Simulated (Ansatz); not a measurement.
BN:

```
CELL_PARAMETERS angstrom
0.00000 1.81300 1.81300
1.81300 0.00000 1.81300
1.81300 1.81300 0.00000
ATOMIC_POSITIONS crystal
N 0.25000 0.25000 0.25000
B 0.00000 0.00000 0.00000
```

The cell is a database's computed one.

Base run:

| Quantity | Value |
| --- | --- |
| Program | Ansatz 0.2.0 |
| Functional | PBE |
| Potentials or basis | Ansatz PAW soft_1 |
| Cutoff | 420 eV |
| Density cutoff | 1680 eV |
| k mesh | 13 × 13 × 13 |
| Occupations | fermi-dirac, width 0.05 eV |
| Spin | no spin polarisation |

Its results: band gap on the k mesh 4.53 eV, indirect (least direct gap 8.78 eV); pressure -0.6 GPa.

**Question.** The run is repeated on the same cell with these changes: functional from PBE to PBEsol; potentials or basis from Ansatz PAW soft_1 to Ansatz PAW earlier set; cutoff from 420 eV to 870 eV; density cutoff from 1680 eV to 3480 eV. What comes out?

**Answer.** Band gap on the k mesh 4.35 eV, indirect (least direct gap 8.72 eV); pressure -6.2 GPa.

Caveats: odd divisions of the mesh miss points on the zone boundary, where band edges often lie, so the gap on the mesh can be too wide (some runs); the k mesh misses the band edges, so the gap on the mesh is wider than the one along the path (some runs); the PAW data sets come from PBE, with cores solved anew for the run's functional, which leaves a small shift of forces and pressure (some runs).

Not every run made on this cell is shown here.
